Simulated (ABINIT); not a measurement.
# BAs (F-43m): changed settings of a GW run in ABINIT

A base run on BAs (F-43m), then changed inputs.

Program: ABINIT 10.8.3. Level of theory: PBE and many-body steps on it, plane waves. Results are calculated unless marked as measured.

### 1. The starting structure

The structure is cubic, space group F-43m (No. 216). Conventional cell: a = 4.777 Å, b = 4.777 Å, c = 4.777 Å, α = 90.00°, β = 90.00°, γ = 90.00°. B has 4 As at 2.07 Å nearest. As has 4 B at 2.07 Å nearest. Farther neighbours are not listed.

The cell and positions come from the Crystallography Open Database and are kept as given unless a step says otherwise.

### 2. Screening, 6×6×6 mesh, 126 bands, screening to 228.6 eV

This step: ABINIT 10.8.3; RPA screening on PBE, plane waves, norm-conserving pseudopotentials.

The RPA dielectric matrix is built and inverted for each q.

Input file run.abi:

```
acell 3*1.0 Angstrom
rprim 
  -0.000000000000 2.388500000000 2.388500000000
  2.388500000000 -0.000000000000 2.388500000000
  2.388500000000 2.388500000000 -0.000000000000
ntypat 2
znucl 5 33
natom 2
typat 1 2
xred 
  0.000000000000 0.000000000000 0.000000000000
  0.250000000000 0.250000000000 0.250000000000
pp_dirpath "pseudos"
pseudos "B.upf, As.upf"
ecut 44
ngkpt 6 6 6
nshiftk 1
shiftk 0 0 0
kptopt 1
chksymbreak 0
istwfk *1
occopt 1
irdwfk 1
optdriver 3
nband 126
ecuteps 8.4
inclvkb 2
awtr 1
symchi 1
indata_prefix "in"
outdata_prefix "out"
tmpdata_prefix "tmp"
```

On the command line:

```sh
OMP_NUM_THREADS=1 mpirun -n 8 abinit run.abi > log
```

What it wrote:

```text
.Version 10.8.3 of ABINIT. v10.8.2 released Aug 2026.

 Symmetries : space group F-4 3 m (#216); Bravais cF (face-center cubic)
[... echo of the input left out ...]
== DATASET  1 ==================================================================
-   mpi_nproc: 8, omp_nthreads: 1 (-1 if OMP is not activated)

--- !DatasetInfo
iteration_state: {dtset: 1, }
dimensions: {natom: 2, nkpt: 16, mband: 126, nsppol: 1, nspinor: 1, nspden: 1, mpw: 2637, }
cutoff_energies: {ecut:  44.0, pawecutdg:  -1.0, }
electrons: {nelect:   2.60000000E+01, charge:   0.00000000E+00, occopt:   1.00000000E+00, tsmear:   1.00000000E-02, }

 SCREENING: Calculation of the susceptibility and dielectric matrices

 Based on a program developped by R.W. Godby, V. Olevano, G. Onida, and L. Reining.
 Incorporated in ABINIT by V. Olevano, G.-M. Rignanese, and M. Torrent.
.Using double precision arithmetic ; gwpc =  8

[... cell and pseudopotentials left out ...]
--------------------------------------------------------------------------------

 ==== K-mesh for the wavefunctions ====
 Number of points in the irreducible wedge :    16
[... list of points left out ...]
 Together with 24 symmetry operations and time-reversal symmetry
 yields   216 points in the full Brillouin Zone.

 ==== Q-mesh for the screening function ====
 Number of points in the irreducible wedge :    16
[... list of points left out ...]
 Together with 24 symmetry operations and time-reversal symmetry
 yields   216 points in the full Brillouin Zone.

 setmesh: FFT mesh size selected  =    27x   27x   27
          total number of points  =        19683

 vcoul_init : cutoff-mode = AUXILIARY_FUNCTION
 q-points for optical limit:   1
     1)      0.000010    0.000020    0.000030

- screening: taking advantage of time-reversal symmetry
- Maximum band index for partially occupied states nbvw = 13
- Remaining bands to be divided among processors   nbcw = 113
- Number of bands treated by each node ~14

 Number of electrons calculated from density =   26.0000; Expected =   26.0000
 average of density, n =  0.141374
 r_s =    1.1908
 omega_plasma =   36.2695 [eV]

 calculating chi0 at frequencies [eV] :
  1    0.000000E+00    0.000000E+00
  2    0.000000E+00    3.626946E+01

--------------------------------------------------------------------------------
  q-point number  1        q = ( 0.000000, 0.000000, 0.000000) [r.l.u.]
--------------------------------------------------------------------------------
[... chi0 elements left out ...]
 For q-point:  0.000010 0.000020 0.000030
  dielectric constant =  10.5092
  dielectric constant without local fields =  11.5110

  Average fulfillment of the sum rule on Im[epsilon] for q-point    1 :     54.04  [%]
[... wings left out ...]
  q-point number  2        q = ( 0.166667, 0.000000, 0.000000) [r.l.u.]
--------------------------------------------------------------------------------
[... chi0 elements left out ...]
  Average fulfillment of the sum rule on Im[epsilon] for q-point    2 :     63.69  [%]

 [... 14 further q-points ...]
```

Wall time 6.8 min (8 MPI ranks of Arm Neoverse N1, shared host); peak memory 1.9 GiB.

This step gave:

```yaml
eps_infinity_with_local_fields_on_this_mesh_along_the_program_s_q_direction: 10.51
the_same_without_local_fields: 11.51
plasma_frequency: 36.27 eV
plane_waves_in_the_screening_matrix: 181
```

Local fields lower ε∞ by 9 %.

### 3. Base

The self-energy is evaluated for the states that the input lists, and the levels follow from it, in one-shot runs by the linearised quasiparticle equation.

This step: G0W0 on PBE, plane waves, norm-conserving pseudopotentials.

run.abi, as its differences from that of step 2:

```diff
@@ -23,8 +23,17 @@
 irdwfk 1
-optdriver 3
+optdriver 4
 nband 126
+gwcalctyp 0
+ecutsigx 44
+symsigma 1
+nkptgw 2
+kptgw 
+  0.0000000000 0.0000000000 0.0000000000
+  0.3333333333 0.3333333333 0.0000000000
+bdgw 
+  11 16
+  12 15
 ecuteps 8.4
-inclvkb 2
-awtr 1
-symchi 1
+irdscr 1
+ppmodel 1
 indata_prefix "in"
```

What it wrote:

```text
.Version 10.8.3 of ABINIT. v10.8.2 released Aug 2026.

 Symmetries : space group F-4 3 m (#216); Bravais cF (face-center cubic)
[... echo of the input left out ...]
== DATASET  1 ==================================================================
-   mpi_nproc: 8, omp_nthreads: 1 (-1 if OMP is not activated)

--- !DatasetInfo
iteration_state: {dtset: 1, }
dimensions: {natom: 2, nkpt: 16, mband: 126, nsppol: 1, nspinor: 1, nspden: 1, mpw: 2637, }
cutoff_energies: {ecut:  44.0, pawecutdg:  -1.0, }
electrons: {nelect:   2.60000000E+01, charge:   0.00000000E+00, occopt:   1.00000000E+00, tsmear:   1.00000000E-02, }

 SIGMA: Calculation of the GW corrections

 Based on a program developped by R.W. Godby, V. Olevano, G. Onida, and L. Reining.
 Incorporated in ABINIT by V. Olevano, G.-M. Rignanese, and M. Torrent.
.Using double precision arithmetic ; gwpc =  8

[... cell and pseudopotentials left out ...]
--------------------------------------------------------------------------------

 ==== K-mesh for the wavefunctions ====
 Number of points in the irreducible wedge :    16
[... list of points left out ...]
 Together with 24 symmetry operations and time-reversal symmetry
 yields   216 points in the full Brillouin Zone.

 ==== Q-mesh for screening function ====
 Number of points in the irreducible wedge :    16
[... list of points left out ...]
 Together with 24 symmetry operations and time-reversal symmetry
 yields   216 points in the full Brillouin Zone.

 vcoul_init : cutoff-mode = AUXILIARY_FUNCTION
 q-points for optical limit:   1
     1)      0.000010    0.000020    0.000030
 setmesh: FFT mesh size selected  =    40x   40x   40
          total number of points  =        64000

 Number of electrons calculated from density =   26.0000; Expected =   26.0000
 average of density, n =  0.141374
 r_s =    1.1908
 omega_plasma =   36.2695 [eV]

 === KS Band Gaps ===
  >>>> For spin  1
   Minimum direct gap =   3.2894 [eV], located at k-point      :   0.0000  0.0000  0.0000
   Fundamental gap    =   1.2928 [eV], Top of valence bands at :   0.0000  0.0000  0.0000
                                       Bottom of conduction at :   0.3333  0.3333  0.0000
 SIGMA fundamental parameters:
 PLASMON POLE MODEL  1
 number of plane-waves for SigmaX                 2637
 number of plane-waves for SigmaC and W            181
 number of plane-waves for wavefunctions          2637
 number of bands                                   126
 number of independent spin polarizations            1
 number of spinorial components                      1
 number of k-points in IBZ                          16
 number of q-points in IBZ                          16
 number of symmetry operations                      24
 number of k-points in BZ                          216
 number of q-points in BZ                          216
 number of frequencies for dSigma/dE                 9
 frequency step for dSigma/dE [eV]                0.25
 number of omega for Sigma on real axis              0
 max omega for Sigma on real axis  [eV]           0.00
 zcut for avoiding poles [eV]                     0.10

 EPSILON^-1 parameters (SCR file):
 dimension of the eps^-1 matrix on file            181
 dimension of the eps^-1 matrix used               181
 number of plane-waves for wavefunctions          2637
 number of bands                                   126
 number of q-points in IBZ                          16
 number of frequencies                               2
 number of real frequencies                          1
 number of imag frequencies                          1

 matrix elements of self-energy operator (all in [eV])

 Perturbative Calculation

--- !SelfEnergy_ee
iteration_state: {dtset: 1, }
kpoint     : [   0.000,    0.000,    0.000, ]
spin       : 1
KS_gap     :    3.289
QP_gap     :    4.140
Delta_QP_KS:    0.850
data: !SigmaeeData |
     Band     E0 <VxcDFT>   SigX SigC(E0)      Z dSigC/dE  Sig(E)    E-E0       E
       11   7.999 -14.188 -15.543   0.638   0.807  -0.238 -14.767  -0.579   7.420
       12   7.999 -14.188 -15.543   0.638   0.807  -0.238 -14.767  -0.579   7.420
       13   7.999 -14.188 -15.543   0.638   0.807  -0.238 -14.767  -0.579   7.420
       14  11.288 -13.053  -8.369  -4.348   0.810  -0.234 -12.781   0.272  11.560
       15  11.288 -13.053  -8.369  -4.348   0.810  -0.234 -12.781   0.272  11.560
       16  11.288 -13.053  -8.369  -4.348   0.810  -0.234 -12.781   0.272  11.560

--- !SelfEnergy_ee
iteration_state: {dtset: 1, }
kpoint     : [   0.333,    0.333,    0.000, ]
spin       : 1
KS_gap     :    4.744
QP_gap     :    5.554
Delta_QP_KS:    0.810
data: !SigmaeeData |
     Band     E0 <VxcDFT>   SigX SigC(E0)      Z dSigC/dE  Sig(E)    E-E0       E
       12   4.547 -13.197 -16.027   1.843   0.797  -0.255 -13.983  -0.786   3.761
       13   4.547 -13.197 -16.027   1.843   0.797  -0.255 -13.983  -0.786   3.761
       14   9.292 -11.657  -7.564  -4.064   0.817  -0.224 -11.633   0.024   9.315
       15  11.154 -11.166  -6.440  -4.661   0.816  -0.225 -11.113   0.052  11.206

== END DATASET(S) ==============================================================
================================================================================

 -outvars: echo values of variables after computation  --------
           etotal      0.0000000000E+00
            nband         126
             nkpt          16
          spgroup         216
 [... the other variables as echoed above ...]

 Calculation completed.
```

The job ended after 21 s (8 MPI ranks; peak memory 1.6 GiB; 2.8 min of CPU time).

Numbers from this step:

* G0W0 gap on the points computed: 1.895 eV
* starting gap on the mesh: 1.293 eV
* k of the valence top: 0, 0, 0
* k of the conduction bottom: 0.3333, 0.3333, 0
* Z at the valence top: 0.807
* Z at the conduction bottom: 0.817
* least direct G0W0 gap on the computed points: 4.140 eV

The gap on the mesh goes from 1.29 eV to 1.89 eV, a correction of +0.60 eV.

### 4. Coulomb singularity

run.abi, as its differences from that of step 3:

```diff
@@ -38,2 +38,3 @@
 ppmodel 1
+gw_icutcoul 7
 indata_prefix "in"
```

What it wrote:

```text
.Version 10.8.3 of ABINIT. v10.8.2 released Aug 2026.

 Symmetries : space group F-4 3 m (#216); Bravais cF (face-center cubic)
[... echo of the input left out ...]
== DATASET  1 ==================================================================
-   mpi_nproc: 8, omp_nthreads: 1 (-1 if OMP is not activated)

--- !DatasetInfo
iteration_state: {dtset: 1, }
dimensions: {natom: 2, nkpt: 16, mband: 126, nsppol: 1, nspinor: 1, nspden: 1, mpw: 2637, }
cutoff_energies: {ecut:  44.0, pawecutdg:  -1.0, }
electrons: {nelect:   2.60000000E+01, charge:   0.00000000E+00, occopt:   1.00000000E+00, tsmear:   1.00000000E-02, }

 SIGMA: Calculation of the GW corrections

 Based on a program developped by R.W. Godby, V. Olevano, G. Onida, and L. Reining.
 Incorporated in ABINIT by V. Olevano, G.-M. Rignanese, and M. Torrent.
.Using double precision arithmetic ; gwpc =  8

[... cell and pseudopotentials left out ...]
--------------------------------------------------------------------------------

 ==== K-mesh for the wavefunctions ====
 Number of points in the irreducible wedge :    16
[... list of points left out ...]
 Together with 24 symmetry operations and time-reversal symmetry
 yields   216 points in the full Brillouin Zone.

 ==== Q-mesh for screening function ====
 Number of points in the irreducible wedge :    16
[... list of points left out ...]
 Together with 24 symmetry operations and time-reversal symmetry
 yields   216 points in the full Brillouin Zone.

 vcoul_init : cutoff-mode = AUX_GB
 q-points for optical limit:   1
     1)      0.000010    0.000020    0.000030
 setmesh: FFT mesh size selected  =    40x   40x   40
          total number of points  =        64000

 Number of electrons calculated from density =   26.0000; Expected =   26.0000
[...]
number of omega for Sigma on real axis              0
 max omega for Sigma on real axis  [eV]           0.00
 zcut for avoiding poles [eV]                     0.10

 EPSILON^-1 parameters (SCR file):
 dimension of the eps^-1 matrix on file            181
 dimension of the eps^-1 matrix used               181
 number of plane-waves for wavefunctions          2637
 number of bands                                   126
 number of q-points in IBZ                          16
 number of frequencies                               2
 number of real frequencies                          1
 number of imag frequencies                          1

 matrix elements of self-energy operator (all in [eV])

 Perturbative Calculation

--- !SelfEnergy_ee
iteration_state: {dtset: 1, }
kpoint     : [   0.000,    0.000,    0.000, ]
spin       : 1
KS_gap     :    3.289
QP_gap     :    4.140
Delta_QP_KS:    0.851
data: !SigmaeeData |
     Band     E0 <VxcDFT>   SigX SigC(E0)      Z dSigC/dE  Sig(E)    E-E0       E
       11   7.999 -14.188 -15.546   0.640   0.807  -0.239 -14.768  -0.580   7.419
       12   7.999 -14.188 -15.546   0.640   0.807  -0.239 -14.768  -0.580   7.419
       13   7.999 -14.188 -15.546   0.640   0.807  -0.239 -14.768  -0.580   7.419
[...]
--- !SelfEnergy_ee
iteration_state: {dtset: 1, }
kpoint     : [   0.333,    0.333,    0.000, ]
spin       : 1
KS_gap     :    4.744
QP_gap     :    5.554
Delta_QP_KS:    0.810
data: !SigmaeeData |
     Band     E0 <VxcDFT>   SigX SigC(E0)      Z dSigC/dE  Sig(E)    E-E0       E
[...]
14   9.292 -11.657  -7.564  -4.066   0.817  -0.224 -11.635   0.022   9.314
       15  11.154 -11.166  -6.440  -4.663   0.816  -0.225 -11.115   0.051  11.205

== END DATASET(S) ==============================================================
================================================================================

 -outvars: echo values of variables after computation  --------
           etotal      0.0000000000E+00
            nband         126
             nkpt          16
          spgroup         216
 [... the other variables as echoed above ...]

 Calculation completed.
```

Wall time 20 s (8 MPI ranks); peak memory 1.6 GiB.

This step gave:

* G0W0 gap on the points computed: 1.895 eV
* starting gap on the mesh: 1.293 eV
* k of the valence top: 0, 0, 0
* k of the conduction bottom: 0.3333, 0.3333, 0
* Z at the valence top: 0.807
* Z at the conduction bottom: 0.817
* least direct G0W0 gap on the computed points: 4.14 eV

Against G0W0 in ABINIT (6×6×6 mesh, 126 bands, screening to 228.6 eV, Godby-Needs plasmon pole), the gap moves by +0.000 eV.

### 5. Side by side

Times are wall times on 8 MPI ranks of Arm Neoverse N1, shared host, good to a factor of about two. A run's time includes the screening step that it read.

```
                run   mesh  bands  screening cutoff (eV)  DFT gap (eV)  gap on the mesh (eV)  direct (eV)  ε∞ used     time
               base  6×6×6    126                  228.6         1.293                 1.895        4.140    10.51  7.2 min
Coulomb singularity  6×6×6    126                  228.6         1.293                 1.895        4.140    10.51  7.2 min
```

### 6. Outcome

* base: 1.895 eV
* Coulomb singularity: 1.895 eV
* known limits: not at the basis limit; no spin-orbit coupling

**Reading.** Coulomb singularity: no change against base (keys changed: gw_icutcoul). Bands and cutoff are finite, so the gap is not at the basis limit. The miss can reach some tenths of an eV and take either sign; the mesh is an error of its own. In the G0W0 runs levels were corrected at 2 k points alone, so a gap called «on the mesh» is the least over those, and an edge elsewhere would be missed. A denser mesh or path gives a starting gap of 1.21 eV: the GW mesh misses a band edge, so its gaps are not the fundamental one. The many-body steps are scalar-relativistic: spin-orbit coupling is not in them.

[Paths, hosts, dates, memory and timing lines, banners, echoed tables and standing remarks are left out of the program output.]

[Logs are printed without paths, hosts, clocks, repeated set-up lines and the standing remarks that a program may print on its own settings, such as how far it seeks lower states.]

[Runs of the session that timed out or met a known fault of the program may be left out.]

[Hosts, paths, dates, database ids (printed as entryN), source tags and the programs' standing remarks are cut or masked in the printed files.]

[G0W0 gaps are taken among the corrected bands and points alone; a level outside them can change the order at an edge.]

[Where Ansatz stands beside ABINIT at settings called matched, ABINIT's density can come from a denser mesh and the files from another edition; pairs whose starting gaps differed by over 0.03 eV were left out, so agreement reads better than it is.]
